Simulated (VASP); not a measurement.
CdS (Hawleyite), 2 atoms in the cell. Symmetry: F-43m, No. 216, cubic system. The conventional cell has a = 5.886 Å, b = 5.886 Å, c = 5.886 Å, α = 90.00°, β = 90.00°, γ = 90.00°. Cd (site symmetry -43m) is surrounded by 4 S at 2.55 Å. S (site symmetry -43m) has 4 Cd at 2.55 Å as nearest neighbours. 

| Quantity | Value |
| --- | --- |
| Program | VASP 6.6.1 |
| Task | relaxation of cell and atoms |
| Functional | r2SCAN |
| Potentials or basis | VASP PAW PBE potentials, release 64 (Cd, S) |
| Cutoff | 600 eV |
| k mesh | 8 × 8 × 8 |
| Occupations | gaussian, width 0.03 eV |
| Spin | no spin polarisation |
| Further INCAR settings | ALGO = Normal; EDIFF = 1e-07; IBRION = 2; EDIFFG = -0.005; NSW = 90; ISIF = 3 |

Potentials or basis: VASP PAW PBE potentials, release 64 (Cd, S).

Command:

```console
$ cat potpaw_PBE.64/Cd/POTCAR potpaw_PBE.64/S/POTCAR > POTCAR
$ mpirun -np 1 vasp_std > vasp.out
```

Hardware: 1 thread of AMD EPYC 7R13 Processor (Zen 3) (shared host).

Problem. Estimate the wall time of this run.

Solution. Run time: 2.6 min on 1 thread of AMD EPYC 7R13 Processor (Zen 3), on a shared host, peak memory 0.19 GiB. Counts: scf iterations 21, k points 29, ion steps 1.
